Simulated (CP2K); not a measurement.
# Pd (Fm-3m) in CP2K: settings compared, part 2 of 2

CP2K 2026.2.

## Step 4: Atomic charges, revPBE

pd_charges.inp reads:

```
&GLOBAL
  PROJECT pd_charges
  RUN_TYPE ENERGY_FORCE
  PRINT_LEVEL LOW
&END GLOBAL
&FORCE_EVAL
  METHOD QS
  STRESS_TENSOR ANALYTICAL
  &DFT
    BASIS_SET_FILE_NAME BASIS_MOLOPT_UZH
    POTENTIAL_FILE_NAME POTENTIAL_UZH
    &MGRID
      CUTOFF 750
      REL_CUTOFF 60
      NGRIDS 4
    &END MGRID
    &QS
      METHOD GPW
      EPS_DEFAULT 1.0E-9
    &END QS
    &KPOINTS
      SCHEME MONKHORST-PACK 12 12 12
      GAMMA_CENTERED T
      SYMMETRY T
      SYMMETRY_BACKEND SPGLIB
    &END KPOINTS
    &SCF
      SCF_GUESS ATOMIC
      EPS_SCF 1.0E-6
      MAX_SCF 100
      ADDED_MOS 11
      CHOLESKY OFF
      EPS_EIGVAL 1.0E-7
      &DIAGONALIZATION ON
        ALGORITHM STANDARD
      &END DIAGONALIZATION
      &MIXING ON
        METHOD BROYDEN_MIXING
        ALPHA 0.4
        BETA 1.5
        NBUFFER 8
      &END MIXING
      &SMEAR ON
        METHOD FERMI_DIRAC
        ELECTRONIC_TEMPERATURE 580.23
      &END SMEAR
    &END SCF
    &XC
      &XC_FUNCTIONAL
        &GGA_X_PBE_R
        &END GGA_X_PBE_R
        &GGA_C_PBE
        &END GGA_C_PBE
      &END XC_FUNCTIONAL
    &END XC
    &PRINT
      &KPOINTS ON
      &END KPOINTS
      &MULLIKEN ON
      &END MULLIKEN
      &MO ON
        ENERGIES T
        OCCUPATION_NUMBERS T
        &EACH
          QS_SCF 0
        &END EACH
        ADD_LAST NUMERIC
      &END MO
      &LOWDIN ON
      &END LOWDIN
      &HIRSHFELD ON
        SHAPE_FUNCTION DENSITY
      &END HIRSHFELD
      &VORONOI ON
        VORONOI_RADII COVALENT
      &END VORONOI
    &END PRINT
  &END DFT
  &SUBSYS
    &CELL
      ABC 2.7527666992 2.7527666992 2.7527666992
      ALPHA_BETA_GAMMA 60.0000000001 60.0000000001 60.0000000000
      PERIODIC XYZ
    &END CELL
    &COORD
      SCALED
      Pd  0.0000000000 0.0000000000 0.0000000000
    &END COORD
    &KIND Pd
      BASIS_SET TZVP-MOLOPT-PBE-GTH-q18
      POTENTIAL GTH-PBE-q18
    &END KIND
    &PRINT
      &ATOMIC_COORDINATES ON
      &END ATOMIC_COORDINATES
      &CELL ON
      &END CELL
    &END PRINT
  &END SUBSYS
  &PRINT
    &FORCES ON
    &END FORCES
    &STRESS_TENSOR ON
    &END STRESS_TENSOR
  &END PRINT
&END FORCE_EVAL
```

Potentials or basis: POTENTIAL_UZH Pd GTH-PBE-q18; TZVP-MOLOPT-PBE-GTH basis.

On the command line:

```
> OMP_NUM_THREADS=1 cp2k.psmp -i pd_charges.inp -o pd_charges.out
```

pd_charges.out:

```text

 CP2K| version string:                                       CP2K version 2026.2
 CP2K| Input file name                                            pd_charges.inp

 GLOBAL| Force Environment number                                              1
 GLOBAL| Basis set file name                                    BASIS_MOLOPT_UZH
 GLOBAL| Potential file name                                       POTENTIAL_UZH
 GLOBAL| MM Potential file name                                     MM_POTENTIAL
 GLOBAL| Coordinate file name                                      __STD_INPUT__
 GLOBAL| Method name                                                        CP2K
 GLOBAL| Project name                                                 pd_charges
 GLOBAL| Run type                                                   ENERGY_FORCE
 GLOBAL| FFT library                                                       FFTW3
[... 8 lines left out ...]
 GLOBAL| CPU model name                                                  UNKNOWN

 CELL| Volume [angstrom^3]:                                            14.750041
 CELL| Vector a [angstrom]:       2.753     0.000     0.000   |a| =     2.752767
 CELL| Vector b [angstrom]:       1.376     2.384     0.000   |b| =     2.752767
[... 554 lines left out ...]
 VORONOI| Voronoi integration finished.

 LOWDIN POPULATION ANALYSIS

 #  Atom  Element  Kind  Atomic population                           Net charge
       1     Pd       1         18.000000                             -0.000000
 # Total charge                             18.000000                 -0.000000

 ENERGY| Total FORCE_EVAL ( QS ) energy [hartree]           -126.677284620747002

 FORCES| Atomic forces [hartree/bohr]
 FORCES|   Atom     x               y               z               |f|
 FORCES|      1 -6.29864672E-15 -1.62300583E-14 -1.40395582E-14   2.23650830E-14
 FORCES| Sum    -6.29864672E-15 -1.62300583E-14 -1.40395582E-14
 FORCES| Total atomic force                                       2.23650830E-14

 STRESS| Analytical stress tensor [bar]
 STRESS|                        x                   y                   z
 STRESS|      x        1.23840214574E+05   8.34760255181E-01   5.99545452881E-01
 STRESS|      y        8.34760255181E-01   1.23839223348E+05   3.26583857012E-01
 STRESS|      z        5.99545452881E-01   3.26583857012E-01   1.23838983525E+05
 STRESS| 1/3 Trace                                             1.23839473816E+05
 STRESS| Determinant                                           1.89922882977E+15

 STRESS| Eigenvectors and eigenvalues of the analytical stress tensor [bar]
 STRESS|                        1                   2                   3
 STRESS| Eigenvalues   1.23838733865E+05   1.23838758336E+05   1.23840929246E+05
 STRESS|      x          -0.537957998949     -0.191161940636      0.821010538190
 STRESS|      y           0.436116899176      0.770361263788      0.465129630865
 STRESS|      z           0.721389798667     -0.608276775578      0.331053051144
```

Run time: 96 s. Hardware: 1 thread of Arm Neoverse V2, shared host; peak memory 0.29 GiB.

What came out:

```yaml
Free_energy: -3447.0642 eV
Pressure: 12.4 GPa
Band_gap_on_the_k_mesh: none (metal or under the smearing width)
```

Caveat: the potentials were made for another functional, which shifts forces and pressure; the basis of atomic orbitals isn't converged, which shifts pressures, moduli and gaps.

## Step 5: Atomic charges, SCAN

Changes to pd_charges.inp since step 4:

```diff
@@ -49,6 +49,6 @@
       &XC_FUNCTIONAL
-        &GGA_X_PBE_R
-        &END GGA_X_PBE_R
-        &GGA_C_PBE
-        &END GGA_C_PBE
+        &MGGA_X_SCAN
+        &END MGGA_X_SCAN
+        &MGGA_C_SCAN
+        &END MGGA_C_SCAN
       &END XC_FUNCTIONAL
```

On the command line:

```
> OMP_NUM_THREADS=1 cp2k.psmp -i pd_charges.inp -o pd_charges.out
```

Wall time 3 min (1 thread of Arm Neoverse V2, shared host); peak memory 0.29 GiB.

The run converged. Its results:

| Property | Result |
| --- | --- |
| Free energy | -3446.9393 eV |
| Pressure | 1.0 GPa |
| Band gap on the k mesh | none (metal or under the smearing width) |

Levels at points of the mesh, in eV from the Fermi level:
| k point | band 6 | band 7 | band 8 | band 9 | band 10 | band 11 | band 12 | band 13 |
| --- | --- | --- | --- | --- | --- | --- | --- | --- |
| (0.00, 0.00, 0.00) | -2.95 | -2.95 | -2.95 | -1.30 | -1.30 | 18.78 | 23.43 | 23.43 |
| (0.00, 0.00, 0.50) | -3.02 | -3.02 | -0.01 | -0.01 | 1.10 | 7.71 | 18.40 | 21.98 |
| (0.00, 0.50, 0.50) | -5.31 | -0.08 | 0.34 | 0.34 | 3.47 | 11.33 | 13.72 | 13.72 |

Caveat: the potentials were made for another functional, which shifts forces and pressure; the basis of atomic orbitals isn't converged, which shifts pressures, moduli and gaps.

## Step 6: The runs side by side

| level | cutoff of the non-local correlation (Ry) | gap on the mesh (eV) | pressure (GPa) |
| --- | --- | --- | --- |
| WC | - | none | 0.5 |
| optB88-vdW | 300 | none | 8.8 |
| revPBE | - | none | 12.4 |
| SCAN | - | none | 1.0 |

Alike in all rows: task atomic charges; potentials or basis POTENTIAL_UZH Pd GTH-PBE-q18; TZVP-MOLOPT-PBE-GTH basis; no spin polarisation; cell as given; k mesh 12 × 12 × 12; smearing fermi-dirac 0.05 eV.

Caveats: the potentials were made for another functional, which shifts forces and pressure; the basis of atomic orbitals isn't converged, which shifts pressures, moduli and gaps.

Absolute energies hang on the potentials; compare differences alone.
